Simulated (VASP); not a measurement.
# BeTe (F-43m) in VASP: further runs

Aim: see how the results for BeTe move with the level of theory and the settings. Levels: HSEsol, PBE, BLYP+D3. Tasks: relaxation of cell and atoms, single point.

Program: VASP 6.6.1. These are calculated values, not measurements. Logs are shortened: lines on timing, memory, paths and dates and some standing lists are left out, and cuts for length are marked.

### Step 1. Starting point

The structure is cubic, space group F-43m (No. 216). The conventional cell has a = 5.540 Å, b = 5.540 Å, c = 5.540 Å, α = 90.00°, β = 90.00°, γ = 90.00°. Around Te (site symmetry -43m) lie 4 Be at 2.40 Å. Around Be (site symmetry -43m) lie 4 Te at 2.40 Å.

### Step 2. Relaxation of cell and atoms, HSEsol

The input, POSCAR:

```
BeTe
1.0
    0.0000000000      2.7700000000      2.7700000000
    2.7700000000      0.0000000000      2.7700000000
    2.7700000000      2.7700000000      0.0000000000
Te Be
1 1
Direct
    0.7500000000      0.7500000000      0.7500000000
    0.0000000000      0.0000000000      0.0000000000
```

The input, INCAR.step1:

```
SYSTEM = BeTe
PREC     = Accurate       ! precision mode
ENCUT    = 600            ! plane-wave cutoff, eV
EDIFF    = 1E-5           ! SCF threshold, eV
ISMEAR   = -1             ! smearing method
SIGMA    = 0.05           ! smearing width, eV
LREAL    = .FALSE.        ! projectors in reciprocal space
LASPH    = .TRUE.         ! aspherical terms in the spheres
NELM     = 100            ! most SCF steps
ALGO     = Normal         ! electronic algorithm
LWAVE    = .TRUE.         ! write WAVECAR
LCHARG   = .FALSE.        ! write CHGCAR
GGA      = PE             ! functional
```

The input, INCAR.step2:

```
SYSTEM = BeTe
PREC     = Accurate       ! precision mode
ENCUT    = 600            ! plane-wave cutoff, eV
EDIFF    = 1E-7           ! SCF threshold, eV
ISMEAR   = -1             ! smearing method
SIGMA    = 0.05           ! smearing width, eV
LREAL    = .FALSE.        ! projectors in reciprocal space
LASPH    = .TRUE.         ! aspherical terms in the spheres
NELM     = 100            ! most SCF steps
ALGO     = Normal         ! electronic algorithm
ISIF     = 3              ! what is computed and relaxed
LWAVE    = .FALSE.        ! write WAVECAR
LCHARG   = .FALSE.        ! write CHGCAR
GGA      = PS             ! functional
LHFCALC  = .TRUE.         ! exact exchange
HFSCREEN = 0.2            ! screening, 1/A
PRECFOCK = Normal       
IBRION   = 2              ! ionic algorithm
NSW      = 60             ! ionic steps
EDIFFG   = -0.01          ! ionic threshold
ISTART   = 1
```

The input, KPOINTS:

```
Automatic mesh
0
G
  4 4 4
  0 0 0
```

Potentials or basis: VASP PAW PBE potentials, release 64 (Te, Be).

Launch:

```bash
> cat potpaw_PBE.64/Te/POTCAR potpaw_PBE.64/Be/POTCAR > POTCAR
> cp INCAR.step1 INCAR
> mpirun -np 1 vasp_std > vasp.out
> cp INCAR.step2 INCAR
> mpirun -np 1 vasp_std > vasp.out
```

OUTCAR:

```text
SYSTEM = BeTe
   PREC = Accurate
   ENCUT = 600
   EDIFF = 1E-7
   ISMEAR = -1
   LREAL = .FALSE.
   LASPH = .TRUE.
   NELM = 100
   ISIF = 3
   GGA = PS
   LHFCALC = .TRUE.
   HFSCREEN = 0.2
   PRECFOCK = Normal
   IBRION = 2
   NSW = 60
   EDIFFG = -0.01
   ISTART = 1

 ion  position               nearest neighbor table
   1  0.750  0.750  0.750-   2 2.40   2 2.40   2 2.40   2 2.40
   2  0.000  0.000  0.000-   1 2.40   1 2.40   1 2.40   1 2.40

  LATTYP: Found a face centered cubic cell.
 ALAT       =     5.5400000000

  Lattice vectors:

 A1 = (   0.0000000000,   2.7700000000,   2.7700000000)
 A2 = (   2.7700000000,   0.0000000000,   2.7700000000)
 A3 = (   2.7700000000,   2.7700000000,   0.0000000000)

Analysis of symmetry for initial positions (statically):
=====================================================================
 Subroutine PRICEL returns:
 Original cell was already a primitive cell.

 Routine SETGRP: Setting up the symmetry group for a
 face centered cubic supercell.

 Subroutine GETGRP returns: Found 24 space group operations
 (whereof 24 operations were pure point group operations)
 out of a pool of 48 trial point group operations.

The static configuration has the point symmetry T_d .

Analysis of symmetry for dynamics (positions and initial velocities):
=====================================================================
 Subroutine PRICEL returns:
 Original cell was already a primitive cell.

 Routine SETGRP: Setting up the symmetry group for a
 face centered cubic supercell.

 Subroutine GETGRP returns: Found 24 space group operations
 (whereof 24 operations were pure point group operations)
 out of a pool of 48 trial point group operations.

The dynamic configuration has the point symmetry T_d .

 Subroutine INISYM returns: Found 24 space group operations
 (whereof 24 operations are pure point group operations),
 and found     1 'primitive' translations

----------------------------------------------------------------------------------------

                                     Primitive cell

  volume of cell :      42.5079

  direct lattice vectors                    reciprocal lattice vectors
     0.000000000  2.770000000  2.770000000    -0.180505415  0.180505415  0.180505415
     2.770000000  0.000000000  2.770000000     0.180505415 -0.180505415  0.180505415
     2.770000000  2.770000000  0.000000000     0.180505415  0.180505415 -0.180505415

  length of vectors
     3.917371568  3.917371568  3.917371568     0.312644550  0.312644550  0.312644550

  position of ions in fractional coordinates (direct lattice)
     0.750000000  0.750000000  0.750000000
     0.000000000  0.000000000  0.000000000

  ion indices of the primitive-cell ions
   primitive index   ion index
                 1           1
                 2           2

----------------------------------------------------------------------------------------

 KPOINTS: Automatic mesh

Automatic generation of k-mesh.
 Grid dimensions read from file:
 generate k-points for:    4    4    4

 Generating k-lattice:

  Cartesian coordinates                     Fractional coordinates (reciprocal lattice)
    -0.045126354  0.045126354  0.045126354     0.250000000  0.000000000  0.000000000
     0.045126354 -0.045126354  0.045126354     0.000000000  0.250000000  0.000000000
     0.045126354  0.045126354 -0.045126354     0.000000000  0.000000000  0.250000000

  Length of vectors
     0.078161138  0.078161138  0.078161138

  Shift w.r.t. Gamma in fractional coordinates (k-lattice)
     0.000000000  0.000000000  0.000000000

 Subroutine IBZKPT returns following result:
 ===========================================

 Found      8 irreducible k-points:

 Following reciprocal coordinates:
            Coordinates               Weight
  0.000000  0.000000  0.000000      1.000000
  0.250000  0.000000  0.000000      8.000000
  0.500000  0.000000  0.000000      4.000000
  0.250000  0.250000  0.000000      6.000000
  0.500000  0.250000  0.000000     24.000000
 -0.250000  0.250000  0.000000     12.000000
  0.500000  0.500000  0.000000      3.000000
 -0.250000  0.500000  0.250000      6.000000
   k-points           NKPTS =      8   k-points in BZ     NKDIM =     64   number of bands    NBANDS=      8
   number of dos      NEDOS =    301   number of ions     NIONS =      2
   total plane-waves  NPLWV =  32768
   dimension x,y,z NGX =    32 NGY =   32 NGZ =   32
   dimension x,y,z NGXF=    64 NGYF=   64 NGZF=   64
   ions per type =               1   1
   NGX,Y,Z   is equivalent  to a cutoff of  13.58, 13.58, 13.58 a.u.
   NGXF,Y,Z  is equivalent  to a cutoff of  27.16, 27.16, 27.16 a.u.
 SYSTEM =  BeTe
   PREC   = accura    normal or accurate (medium, high low for compatibility)
   ISTART =      1    job   : 0-new  1-cont  2-samecut
   ICHARG =      0    charge: 1-file 2-atom 10-const
   ISPIN  =      1    spin polarized calculation?
   LNONCOLLINEAR =      F non collinear calculations
   LSORBIT =      F    spin-orbit coupling
   LASPH  =      T    aspherical Exc in radial PAW
   ENCUT  =  600.0 eV  44.10 Ry    6.64 a.u.   7.82  7.82  7.82*2*pi/ulx,y,z
   NELM   =    100;   NELMIN=  2; NELMDL=  0     # of ELM steps
   EDIFF  = 0.1E-06   stopping-criterion for ELM
   LREAL  =      F    real-space projection
   EDIFFG = -.1E-01   stopping-criterion for IOM
   NSW    =     60    number of steps for IOM
   IBRION =      2    ionic relax: 0-MD 1-quasi-New 2-CG
   NFREE  =      1    steps in history (QN), initial steepest desc. (CG)
   ISIF   =      3    stress and relaxation
   ISYM   =      3    0-nonsym 1-usesym 2-fastsym
   POTIM  = 0.5000    time-step for ionic-motion
   TEBEG  =    0.0;   TEEND  =   0.0 temperature during run
   PSTRESS=    0.0 pullay stress
   NELECT =       8.0000    total number of electrons
   NUPDOWN=      -1.0000    fix difference up-down
   EMIN   =  10.00;   EMAX   =-10.00  energy-range for DOS
   EFERMI =   0.00;   METHOD = LEGACY
   ISMEAR =    -1;   SIGMA  =   0.05  broadening in eV -4-tet -1-fermi 0-gaus
   EFERMI_NEDOS =   21; number of points for ismear=-14 and -15
   IALGO  =     38    algorithm
   IMIX   =      1    mixing-type and parameters
     AMIX     =   0.40;   BMIX     =  1.00
     AMIX_MAG =   1.60;   BMIX_MAG =  1.00
  volume/ion in A,a.u.               =      21.25       143.43
  Fermi-wavevector in a.u.,A,eV,Ry     =   0.938170  1.772885 11.975354  0.880164
  Thomas-Fermi vector in A             =   2.065355
   LORBIT       =      0    0 simple, 1 ext, 2 COOP (PROOUT), +10 PAW based schemes
   GGA     = PS    functional components
   LHFCALC =     T    Hartree Fock is set to
   PRECFOCK=normal    Normal, Fast or Accurate (Low or Medium for compatibility)
   ENCUT4O =  -1.0   cutoff for four orbital integrals eV
   NKREDX  =     1    reduce k-point grid by
   NKREDY  =     1    reduce k-point grid by
   NKREDZ  =     1    reduce k-point grid by
   AEXX    =    0.2500 exact exchange contribution
   HFSCREEN=    0.2000 screening length (either q_TF or 0.3 A-1)
   HFSCREENC=   0.2000 screening length for correlation (either q_TF or 0.3 A-1)
   ENCUTFOCK=  -1.0 apply spherical cutoff to Coloumb kernel
   IVDW    =     0    specifies the selected vdW correction
   LEPSILON=     F    determine dielectric tensor
   LRPA    =     F    only Hartree local field effects (RPA)
 conjugate gradient relaxation of ions
 non-spin polarized calculation
  energy-cutoff  :      600.00
  volume of cell :       42.51
 maximum number of plane-waves:      1428
  NGX = 24; NGY = 24; NGZ = 24

--------------------------------------- Ionic step        1  -------------------------------------------

 number of electron       8.0000000 magnetization

 Free energy of the ion-electron system (eV)
  ---------------------------------------------------
  ext. energy  EPLUGINS =         0.00000000
  ---------------------------------------------------
  free energy    TOTEN  =        -9.09331423 eV

  energy without entropy =       -9.09331423  energy(sigma->0) =       -9.09331423

------------------------ aborting loop because EDIFF is reached ----------------------------------------

  FORCE on cell =-STRESS in cart. coord.  units (eV):
  Direction    XX          YY          ZZ          XY          YZ          ZX
  --------------------------------------------------------------------------------------
  -------------------------------------------------------------------------------------
  Total        0.6442210      0.6442210      0.6442210      0.0000000      0.0000000      0.0000000
  in kB       24.2815351     24.2815351     24.2815351      0.0000000      0.0000000      0.0000000
  external PRESSURE =      24.2815351 kB  Pullay stress =       0.0000000 kB

 VOLUME and BASIS-vectors are now :
 -----------------------------------------------------------------------------
  energy-cutoff  :      600.00
  volume of cell :       42.51
      direct lattice vectors                 reciprocal lattice vectors
     0.000000000  2.770000000  2.770000000    -0.180505415  0.180505415  0.180505415
     2.770000000  0.000000000  2.770000000     0.180505415 -0.180505415  0.180505415
     2.770000000  2.770000000  0.000000000     0.180505415  0.180505415 -0.180505415
[... 37 lines left out ...]
 POSITION                                       TOTAL-FORCE (eV/Angst)
 -----------------------------------------------------------------------------------
      4.21957      4.21957      4.21957        -0.000000     -0.000000     -0.000000
      0.00000      0.00000      0.00000         0.000000      0.000000      0.000000
 -----------------------------------------------------------------------------------
    total drift:                               -0.000000     -0.000000     -0.000000

  FREE ENERGIE OF THE ION-ELECTRON SYSTEM (eV)
  ---------------------------------------------------
  free  energy   TOTEN  =        -9.1038791192 eV

  energy  without entropy=       -9.1038791191  energy(sigma->0) =       -9.10387912

--------------------------------------- Ionic step        3  -------------------------------------------

 number of electron       8.0000000 magnetization

 Free energy of the ion-electron system (eV)
  ---------------------------------------------------
  ext. energy  EPLUGINS =         0.00000000
  ---------------------------------------------------
  free energy    TOTEN  =        -9.10479390 eV

  energy without entropy =       -9.10479390  energy(sigma->0) =       -9.10479390

 E-fermi :   5.7867     XC(G=0):  -7.6791

 val. band max:        4.7059854101   @ k =   0.0000   0.0000   0.0000
 cond. band min:       7.2495460368   @ k =   0.5000   0.5000   0.0000
 fundamental gap:      2.5435606267
 Fermi energy:         5.7866929604

 k-point     1 :       0.0000    0.0000    0.0000
  band No.  band energies     occupation
      1      -8.8618      2.00000
      2       4.7060      2.00000
      3       4.7060      2.00000
      4       4.7060      2.00000
      5       9.1839      0.00000
      6       9.1839      0.00000
      7       9.1839      0.00000
      8       9.3580      0.00000

 k-point     2 :       0.2500    0.0000    0.0000
  band No.  band energies     occupation
      1      -8.2274      2.00000
      2       1.0358      2.00000
      3       3.9730      2.00000
      4       3.9730      2.00000
      5       8.8291      0.00000
      6      10.1178      0.00000
      7      10.1178      0.00000
      8      12.8308      0.00000
[... 86 lines left out ...]
 POSITION                                       TOTAL-FORCE (eV/Angst)
 -----------------------------------------------------------------------------------
      4.20510      4.20510      4.20510        -0.000000     -0.000000      0.000000
      0.00000      0.00000      0.00000         0.000000      0.000000     -0.000000
 -----------------------------------------------------------------------------------
    total drift:                               -0.000000      0.000000     -0.000000

  FREE ENERGIE OF THE ION-ELECTRON SYSTEM (eV)
  ---------------------------------------------------
  free  energy   TOTEN  =        -9.1047938982 eV

  energy  without entropy=       -9.1047938981  energy(sigma->0) =       -9.10479390

 reached required accuracy - stopping structural energy minimisation
```

It took 2.4 min on 1 thread of Intel Xeon 6975P-C (Granite Rapids), shared host; peak memory 0.28 GiB.

What came out:

```yaml
Free_energy: -9.1048 eV
Relaxed_volume: 22.03 Å³/atom
Relaxed_cell: a = 3.965 Å, b = 3.965 Å, c = 3.965 Å, α = 60.00°, β = 60.00°, γ = 60.00°
Space_group_after_relaxing_to_0.05_Å: F-43m (No. 216)
Energy_gained_by_relaxing: 5.7 meV/atom
Ionic_steps: 3
Pressure_after_relaxing: 0.0 GPa
Band_gap_on_the_k_mesh: 2.54 eV, indirect (least direct gap 4.48 eV)
```

The path:
```csv
step,energy change (eV),largest force (eV/Å),pressure (GPa),volume (Å³)
1,0.0000,0.0000,2.43,42.51
2,-0.0106,0.0000,-0.63,44.52
3,-0.0115,0.0000,0.00,44.06
```

Final structure:
```cif
data_structure
_symmetry_space_group_name_H-M 'P 1'
_symmetry_Int_Tables_number 1
_cell_length_a 3.9646
_cell_length_b 3.9646
_cell_length_c 3.9646
_cell_angle_alpha 60.000
_cell_angle_beta 60.000
_cell_angle_gamma 60.000
_cell_volume 44.06
loop_
_atom_site_label
_atom_site_type_symbol
_atom_site_fract_x
_atom_site_fract_y
_atom_site_fract_z
_atom_site_occupancy
Te1 Te 0.75000 0.75000 0.75000 1
Be1 Be 0.00000 0.00000 0.00000 1
```

Levels at points of the mesh, in eV from the valence-band top:
| k point | band 1 | band 2 | band 3 | band 4 | band 5 | band 6 | band 7 | band 8 |
| --- | --- | --- | --- | --- | --- | --- | --- | --- |
| (0.00, 0.00, 0.00) | -13.57 | 0.00 | 0.00 | 0.00 | 4.48 | 4.48 | 4.48 | 4.65 |
| (0.50, 0.00, 0.00) | -12.01 | -6.22 | -1.25 | -1.25 | 3.87 | 5.47 | 5.47 | 8.75 |
| (0.50, 0.50, 0.00) | -11.44 | -5.74 | -2.94 | -2.94 | 2.54 | 3.35 | 11.19 | 11.19 |

Caveat: the k mesh is coarse (spacing up to 0.49 Å⁻¹), so the values aren't converged, least of all with exact exchange; the PAW data sets were made with another functional, which shifts forces and pressure a little; spin-orbit coupling is left out, which moves the levels of the heavy elements.

### Step 3. Single point, PBE

The input, INCAR:

```
SYSTEM = BeTe
PREC = Accurate ; ENCUT = 520
EDIFF = 1E-6 ; ISMEAR = 0
SIGMA = 0.028000000000000004 ; LREAL = .False.
LASPH = .True. ; NELM = 60
ALGO = Fast ; ISIF = 2
LWAVE = .False. ; LCHARG = .False.
GGA = PE
```

The input, KPOINTS:

```
Automatic mesh
0
Gamma
  8 8 8
  0 0 0
```

POSCAR is that of step 2.

Potentials or basis: VASP PAW PBE potentials, release 64 (Te, Be).

Launch:

```bash
> cat potpaw_PBE.64/Te/POTCAR potpaw_PBE.64/Be/POTCAR > POTCAR
> mpirun -np 1 vasp_std > vasp.out
```

Wall time 9.2 s (1 thread of Intel Xeon Platinum 8488C (Sapphire Rapids), shared host); peak memory 0.16 GiB.

Results (log left out):

- Free energy: -7.5848 eV
- Pressure: 4.5 GPa
- Band gap on the k mesh: 1.85 eV, indirect (least direct gap 3.56 eV)

Levels at points of the mesh, in eV from the valence-band top:
| k point | band 1 | band 2 | band 3 | band 4 | band 5 | band 6 | band 7 | band 8 |
| --- | --- | --- | --- | --- | --- | --- | --- | --- |
| (0.00, 0.00, 0.00) | -12.63 | 0.00 | 0.00 | 0.00 | 3.56 | 3.56 | 3.56 | 4.19 |
| (0.50, 0.00, 0.00) | -11.16 | -5.87 | -1.22 | -1.22 | 3.21 | 4.56 | 4.56 | 7.79 |
| (0.50, 0.50, 0.00) | -10.62 | -5.39 | -2.84 | -2.84 | 1.85 | 2.59 | 10.02 | 10.02 |

Caveat: spin-orbit coupling is left out, which moves the levels of the heavy elements.

[end of part 1 of 2]
